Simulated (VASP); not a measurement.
# Os (P6_3/mmc) in VASP: settings compared

The runs below take Os through band structure, with rSCAN, AM05, HSE06.

Program: VASP 6.6.1. These are calculated values, not measurements. Logs are shortened: lines on timing, memory, paths and dates and some standing lists are left out, and cuts for length are marked.

## (1) The structure

It takes space group P6_3/mmc (No. 194, hexagonal). The conventional cell has a = 2.734 Å, b = 2.734 Å, c = 4.320 Å, α = 90.00°, β = 90.00°, γ = 120.00°. Os (site symmetry -6m2) is surrounded by 12 Os at 2.68 to 2.73 Å.

## (2) Band structure, rSCAN

INCAR

```
PREC     = Accurate       # precision mode
ENCUT    = 520            # plane-wave cutoff, eV
EDIFF    = 1E-6           # SCF threshold, eV
ISMEAR   = -1             # smearing method
SIGMA    = 0.05           # smearing width, eV
LREAL    = F              # projectors in reciprocal space
LASPH    = T              # aspherical terms in the spheres
NELM     = 80             # most SCF steps
ALGO     = Normal         # electronic algorithm
ISIF     = 2              # what is computed and relaxed
LWAVE    = F              # write WAVECAR
LCHARG   = F              # write CHGCAR
LMAXMIX  = 4              # l up to which the mixer works
METAGGA  = RSCAN          # meta-GGA
LMIXTAU  = T
```

KPOINTS

```
regular mesh
0
Gamma
  11 11 6
```

POSCAR

```
Os
1.0
    2.7341000000      0.0000000000      0.0000000000
   -1.3670500000      2.3678000565      0.0000000000
    0.0000000000      0.0000000000      4.3197000000
Os
2
Direct
    0.6666666667      0.3333333333      0.7500000000
    0.3333333333      0.6666666667      0.2500000000
```

KPOINTS_OPT

```
path GMKGALHA,LM,KH
20
line-mode
reciprocal
 0.0000000000  0.0000000000  0.0000000000  G
 0.5000000000  0.0000000000  0.0000000000  M

 0.5000000000  0.0000000000  0.0000000000  M
 0.3333333333  0.3333333333  0.0000000000  K

 0.3333333333  0.3333333333  0.0000000000  K
 0.0000000000  0.0000000000  0.0000000000  G

 0.0000000000  0.0000000000  0.0000000000  G
 0.0000000000  0.0000000000  0.5000000000  A

 0.0000000000  0.0000000000  0.5000000000  A
 0.5000000000  0.0000000000  0.5000000000  L

 0.5000000000  0.0000000000  0.5000000000  L
 0.3333333333  0.3333333333  0.5000000000  H

 0.3333333333  0.3333333333  0.5000000000  H
 0.0000000000  0.0000000000  0.5000000000  A

 0.5000000000  0.0000000000  0.5000000000  L
 0.5000000000  0.0000000000  0.0000000000  M

 0.3333333333  0.3333333333  0.0000000000  K
 0.3333333333  0.3333333333  0.5000000000  H
```

Potentials or basis: VASP PAW PBE potentials, release 64 (Os).

Started as:

```bash
> cat potpaw_PBE.64/Os/POTCAR > POTCAR
> mpirun -np 1 vasp_std > vasp.out
```

OUTCAR:

```text
PREC = Accurate
   ENCUT = 520
   EDIFF = 1E-6
   ISMEAR = -1
   LREAL = F
   LASPH = T
   NELM = 80
   ISIF = 2
   METAGGA = RSCAN

 ion  position               nearest neighbor table
   1  0.667  0.333  0.750-   2 2.68   2 2.68   2 2.68   2 2.68   2 2.68   2 2.68
   2  0.333  0.667  0.250-   1 2.68   1 2.68   1 2.68   1 2.68   1 2.68   1 2.68

  LATTYP: Found a hexagonal cell.
 ALAT       =     2.7341000000
 C/A-ratio  =     1.5799348963

  Lattice vectors:

 A1 = (   2.7341000000,   0.0000000000,   0.0000000000)
 A2 = (  -1.3670500000,   2.3678000565,   0.0000000000)
 A3 = (   0.0000000000,   0.0000000000,   4.3197000000)

Analysis of symmetry for initial positions (statically):
=====================================================================
 Subroutine PRICEL returns:
 Original cell was already a primitive cell.

 Routine SETGRP: Setting up the symmetry group for a
 hexagonal supercell.

 Subroutine GETGRP returns: Found 24 space group operations
 (whereof 12 operations were pure point group operations)
 out of a pool of 24 trial point group operations.

The static configuration has the point symmetry D_3d.
 The point group associated with its full space group is D_6h.

Analysis of symmetry for dynamics (positions and initial velocities):
=====================================================================
 Subroutine PRICEL returns:
 Original cell was already a primitive cell.

 Routine SETGRP: Setting up the symmetry group for a
 hexagonal supercell.

 Subroutine GETGRP returns: Found 24 space group operations
 (whereof 12 operations were pure point group operations)
 out of a pool of 24 trial point group operations.

The dynamic configuration has the point symmetry D_3d.
 The point group associated with its full space group is D_6h.

 Subroutine INISYM returns: Found 24 space group operations
 (whereof 12 operations are pure point group operations),
 and found     1 'primitive' translations

----------------------------------------------------------------------------------------

                                     Primitive cell

  volume of cell :      27.9649

  direct lattice vectors                    reciprocal lattice vectors
     2.734100000  0.000000000  0.000000000     0.365751070  0.211166479  0.000000000
    -1.367050000  2.367800057  0.000000000     0.000000000  0.422332957  0.000000000
     0.000000000  0.000000000  4.319700000     0.000000000  0.000000000  0.231497558

  length of vectors
     2.734100000  2.734100000  4.319700000     0.422332957  0.422332957  0.231497558

  position of ions in fractional coordinates (direct lattice)
     0.666666667  0.333333333  0.750000000
     0.333333333  0.666666667  0.250000000

  ion indices of the primitive-cell ions
   primitive index   ion index
                 1           1
                 2           2

----------------------------------------------------------------------------------------

 KPOINTS: regular mesh

Automatic generation of k-mesh.
 Grid dimensions read from file:
 generate k-points for:   11   11    6

 Generating k-lattice:

  Cartesian coordinates                     Fractional coordinates (reciprocal lattice)
     0.033250097  0.019196953  0.000000000     0.090909091 -0.000000000  0.000000000
     0.000000000  0.038393905  0.000000000     0.000000000  0.090909091  0.000000000
     0.000000000  0.000000000  0.038582926     0.000000000  0.000000000  0.166666667

  Length of vectors
     0.038393905  0.038393905  0.038582926

  Shift w.r.t. Gamma in fractional coordinates (k-lattice)
     0.000000000  0.000000000  0.000000000

 Subroutine IBZKPT returns following result:
 ===========================================

 Found     64 irreducible k-points:

 Following reciprocal coordinates:
            Coordinates               Weight
  0.000000  0.000000  0.000000      1.000000
  0.090909  0.000000  0.000000      6.000000
  0.181818  0.000000  0.000000      6.000000
  0.272727 -0.000000  0.000000      6.000000
  0.363636 -0.000000  0.000000      6.000000
  0.454545  0.000000  0.000000      6.000000
[... 16 lines left out ...]
  0.090909  0.090909  0.166667     12.000000
  0.181818  0.090909  0.166667     24.000000
 [... further k-points ...]
   k-points           NKPTS =     64   k-points in BZ     NKDIM =     64   number of bands    NBANDS=     12
   number of dos      NEDOS =    301   number of ions     NIONS =      2
   total plane-waves  NPLWV =  12800
   dimension x,y,z NGX =    20 NGY =   20 NGZ =   32
   dimension x,y,z NGXF=    40 NGYF=   40 NGZF=   64
   ions per type =               2
   NGX,Y,Z   is equivalent  to a cutoff of  12.16, 12.16, 12.32 a.u.
   NGXF,Y,Z  is equivalent  to a cutoff of  24.32, 24.32, 24.63 a.u.
 SYSTEM =  unknown system
   PREC   = accura    normal or accurate (medium, high low for compatibility)
   ISTART =      0    job   : 0-new  1-cont  2-samecut
   ICHARG =      2    charge: 1-file 2-atom 10-const
   ISPIN  =      1    spin polarized calculation?
   LNONCOLLINEAR =      F non collinear calculations
   LSORBIT =      F    spin-orbit coupling
   LASPH  =      T    aspherical Exc in radial PAW
   ENCUT  =  520.0 eV  38.22 Ry    6.18 a.u.   5.08  5.08  8.03*2*pi/ulx,y,z
   NELM   =     80;   NELMIN=  2; NELMDL= -5     # of ELM steps
   EDIFF  = 0.1E-05   stopping-criterion for ELM
   LREAL  =      F    real-space projection
   EDIFFG = 0.1E-04   stopping-criterion for IOM
   NSW    =      0    number of steps for IOM
   IBRION =     -1    ionic relax: 0-MD 1-quasi-New 2-CG
   NFREE  =      0    steps in history (QN), initial steepest desc. (CG)
   ISIF   =      2    stress and relaxation
   ISYM   =      2    0-nonsym 1-usesym 2-fastsym
   POTIM  = 0.5000    time-step for ionic-motion
   TEBEG  =    0.0;   TEEND  =   0.0 temperature during run
   PSTRESS=    0.0 pullay stress
   NELECT =      16.0000    total number of electrons
   NUPDOWN=      -1.0000    fix difference up-down
   EMIN   =  10.00;   EMAX   =-10.00  energy-range for DOS
   EFERMI =   0.00;   METHOD = LEGACY
   ISMEAR =    -1;   SIGMA  =   0.05  broadening in eV -4-tet -1-fermi 0-gaus
   EFERMI_NEDOS =   21; number of points for ismear=-14 and -15
   IALGO  =     38    algorithm
   IMIX   =      4    mixing-type and parameters
     AMIX     =   0.40;   BMIX     =  1.00
     AMIX_MAG =   1.60;   BMIX_MAG =  1.00
  volume/ion in A,a.u.               =      13.98        94.36
  Fermi-wavevector in a.u.,A,eV,Ry     =   1.359076  2.568282 25.131161  1.847088
  Thomas-Fermi vector in A             =   2.485855
   LORBIT       =      0    0 simple, 1 ext, 2 COOP (PROOUT), +10 PAW based schemes
   METAGGA = RSCAN    functional components
   LHFCALC =     F    Hartree Fock is set to
   AEXX    =    0.0000 exact exchange contribution
   IVDW    =     0    specifies the selected vdW correction
   LEPSILON=     F    determine dielectric tensor
   LRPA    =     F    only Hartree local field effects (RPA)
 non-spin polarized calculation
  energy-cutoff  :      520.00
  volume of cell :       27.96
 maximum number of plane-waves:       768
   NGX = 11   NGY = 11   NGZ = 17

 number of electron      15.9999999 magnetization

 Free energy of the ion-electron system (eV)
  ---------------------------------------------------
  ext. energy  EPLUGINS =         0.00000000
  ---------------------------------------------------
  free energy    TOTEN  =      -182.72560290 eV

  energy without entropy =     -182.71304492  energy(sigma->0) =     -182.71932391

 E-fermi :   9.1612     XC(G=0): -15.3363

 val. band max:        9.1322327638   @ k =   0.3636  -0.0000   0.3333
 cond. band min:       9.2189969500   @ k =   0.3636   0.0909   0.3333
 fundamental gap:      0.0867641863
 Fermi energy:         9.1611924041

 k-point     1 :       0.0000    0.0000    0.0000
  band No.  band energies     occupation
      1      -2.1068      2.00000
      2       1.1424      2.00000
      3       6.0549      2.00000
      4       6.0549      2.00000
      5       6.3146      2.00000
      6       6.9156      2.00000
      7       6.9156      2.00000
      8       7.5710      2.00000
      9       7.5710      2.00000
     10       9.2861      0.15201
     11      10.9558      0.00000
     12      10.9558      0.00000

 k-point     2 :       0.0909    0.0000    0.0000
  band No.  band energies     occupation
      1      -1.7604      2.00000
      2       1.4452      2.00000
      3       5.4757      2.00000
      4       6.3602      2.00000
      5       6.6797      2.00000
      6       6.8514      2.00000
      7       7.0884      2.00000
      8       7.2000      2.00000
      9       7.3353      2.00000
     10       8.1520      2.00000
     11      11.1155      0.00000
     12      12.6671      0.00000

 k-point     3 :       0.1818    0.0000    0.0000
  band No.  band energies     occupation
      1      -0.8040      2.00000
      2       2.1522      2.00000
      3       4.8037      2.00000
      4       5.5758      2.00000
      5       6.2476      2.00000
      6       6.8020      2.00000
      7       7.2424      2.00000
      8       7.5084      2.00000
      9       7.6244      2.00000
     10       8.0150      2.00000
     11      11.4405      0.00000
     12      15.1555      0.00000
[... 286 lines left out ...]
 k-point    23 :       0.0909    0.0909    0.1667
  band No.  band energies     occupation
      1      -0.7833      2.00000
      2       2.0674      2.00000
      3       4.9528      2.00000
      4       5.3589      2.00000
      5       6.1547      2.00000
      6       6.5216      2.00000
      7       7.0116      2.00000
      8       7.3726      2.00000
      9       8.1035      2.00000
     10       8.1762      2.00000
     11      11.2353      0.00000
     12      13.3984      0.00000

 k-point    24 :       0.1818    0.0909    0.1667
  band No.  band energies     occupation
      1       0.2929      2.00000
      2       2.8067      2.00000
      3       4.2658      2.00000
      4       4.4923      2.00000
      5       5.7843      2.00000
      6       6.4236      2.00000
      7       7.0227      2.00000
      8       8.0226      2.00000
      9       8.6518      1.99992
     10       9.0396      1.83847
     11      11.3984      0.00000
     12      15.0053      0.00000

 [... further k-points ...]

------------------------ aborting loop because EDIFF is reached ----------------------------------------

  FORCE on cell =-STRESS in cart. coord.  units (eV):
  Direction    XX          YY          ZZ          XY          YZ          ZX
  --------------------------------------------------------------------------------------
  -------------------------------------------------------------------------------------
  Total        0.3736954      0.3736954      0.2274911      0.0000000      0.0000000      0.0000000
  in kB       21.4099359     21.4099359     13.0335293      0.0000000      0.0000000      0.0000000
  external PRESSURE =      18.6178004 kB  Pullay stress =       0.0000000 kB

 VOLUME and BASIS-vectors are now :
 -----------------------------------------------------------------------------
  energy-cutoff  :      520.00
  volume of cell :       27.96
      direct lattice vectors                 reciprocal lattice vectors
     2.734100000  0.000000000  0.000000000     0.365751070  0.211166479  0.000000000
    -1.367050000  2.367800057  0.000000000     0.000000000  0.422332957  0.000000000
     0.000000000  0.000000000  4.319700000     0.000000000  0.000000000  0.231497558

 POSITION                                       TOTAL-FORCE (eV/Angst)
 -----------------------------------------------------------------------------------
      1.36705      0.78927      3.23977         0.000000     -0.000000      0.000000
     -0.00000      1.57853      1.07993        -0.000000      0.000000      0.000000
 -----------------------------------------------------------------------------------
    total drift:                               -0.000000      0.000000     -0.000000

  FREE ENERGIE OF THE ION-ELECTRON SYSTEM (eV)
  ---------------------------------------------------
  free  energy   TOTEN  =      -182.7256029004 eV

  energy  without entropy=     -182.7130449167  energy(sigma->0) =     -182.71932391
```

Run time: 89 s. Hardware: 1 thread of AMD EPYC 9R45 (Zen 5), shared host; peak memory 0.13 GiB.

What came out:

| Property | Result |
| --- | --- |
| Free energy | -182.7256 eV |
| Pressure | 1.9 GPa |
| Band gap along the path | none (metal or under the smearing width) |

Levels at the corners of the path, in eV from the Fermi level:
```csv
point,band 6,band 7,band 8,band 9,band 10,band 11
Γ,-2.25,-2.25,-1.59,-1.59,0.12,1.79
M,-2.64,-1.89,2.15,2.73,2.84,4.64
M,-2.64,-1.89,2.15,2.73,2.84,4.64
K,-3.53,-1.34,1.60,1.60,2.17,5.82
K,-3.53,-1.34,1.60,1.60,2.17,5.82
Γ,-2.25,-2.25,-1.59,-1.59,0.12,1.79
Γ,-2.25,-2.25,-1.59,-1.59,0.12,1.79
A,-3.32,-3.32,-3.32,0.96,0.96,0.96
A,-3.32,-3.32,-3.32,0.96,0.96,0.96
L,-1.21,-0.08,-0.08,2.50,2.50,3.49
L,-1.21,-0.08,-0.08,2.50,2.50,3.49
H,-3.51,-1.37,-1.37,1.76,1.76,8.77
H,-3.51,-1.37,-1.37,1.76,1.76,8.77
A,-3.32,-3.32,-3.32,0.96,0.96,0.96
L,-1.21,-0.08,-0.08,2.50,2.50,3.49
M,-2.64,-1.89,2.15,2.73,2.84,4.64
K,-3.53,-1.34,1.60,1.60,2.17,5.82
H,-3.51,-1.37,-1.37,1.76,1.76,8.77
```

Caveat: the PAW data sets were made with another functional, which shifts forces and pressure a little; spin-orbit coupling is left out, which moves the levels of the heavy elements.

## (3) Band structure, AM05

INCAR

```
SYSTEM = Os
PREC = Accurate
ENCUT = 520
EDIFF = 1E-7
ISMEAR = -1
SIGMA = 0.05
LREAL = .FALSE.
LASPH = .TRUE.
NELM = 100
ALGO = Normal
ISIF = 2
LWAVE = .FALSE.
LCHARG = .FALSE.
LMAXMIX = 4
GGA = AM
NBANDS = 15
```

KPOINTS

```
Automatic mesh
0
G
  11 11 6
  0 0 0
```

POSCAR is that of step 2.

KPOINTS_OPT, as its differences from that of step 2:

```diff
@@ -1,3 +1,3 @@
 path GMKGALHA,LM,KH
-20
+10
 line-mode
```

Potentials or basis: VASP PAW PBE potentials, release 64 (Os).

Started as:

```bash
> cat potpaw_PBE.64/Os/POTCAR > POTCAR
> mpirun -np 1 vasp_std > vasp.out
```

It took 38 s on 1 thread of Intel Xeon Platinum 8488C (Sapphire Rapids), shared host; peak memory 0.16 GiB.

It converged, with:

| Quantity | Value |
| --- | --- |
| Free energy | -23.9837 eV |
| Pressure | -5.7 GPa |
| Band gap along the path | none (metal or under the smearing width) |

Levels at the corners of the path, in eV from the Fermi level:
```
point  band 5  band 6  band 7  band 8  band 9  band 10  band 11  band 12
    Γ   -2.76   -2.17   -2.17   -1.51   -1.51     0.01     1.74     1.74
    M   -2.91   -2.54   -1.85    2.09    2.66     2.77     4.46     5.75
    M   -2.91   -2.54   -1.85    2.09    2.66     2.77     4.46     5.75
    K   -3.40   -3.40   -1.29    1.53    1.53     2.11     5.42     5.42
    K   -3.40   -3.40   -1.29    1.53    1.53     2.11     5.42     5.42
    Γ   -2.76   -2.17   -2.17   -1.51   -1.51     0.01     1.74     1.74
    Γ   -2.76   -2.17   -2.17   -1.51   -1.51     0.01     1.74     1.74
    A   -3.21   -3.21   -3.21   -3.21    0.95     0.95     0.95     0.95
    A   -3.21   -3.21   -3.21   -3.21    0.95     0.95     0.95     0.95
    L   -1.16   -1.16   -0.15   -0.15    2.43     2.43     3.34     3.34
    L   -1.16   -1.16   -0.15   -0.15    2.43     2.43     3.34     3.34
    H   -3.41   -3.41   -1.31   -1.31    1.68     1.68     8.37     8.37
    H   -3.41   -3.41   -1.31   -1.31    1.68     1.68     8.37     8.37
    A   -3.21   -3.21   -3.21   -3.21    0.95     0.95     0.95     0.95
    L   -1.16   -1.16   -0.15   -0.15    2.43     2.43     3.34     3.34
    M   -2.91   -2.54   -1.85    2.09    2.66     2.77     4.46     5.75
    K   -3.40   -3.40   -1.29    1.53    1.53     2.11     5.42     5.42
    H   -3.41   -3.41   -1.31   -1.31    1.68     1.68     8.37     8.37
```

Caveat: the PAW data sets were made with another functional, which shifts forces and pressure a little; spin-orbit coupling is left out, which moves the levels of the heavy elements.

(Part 1 of 2 ends here.)
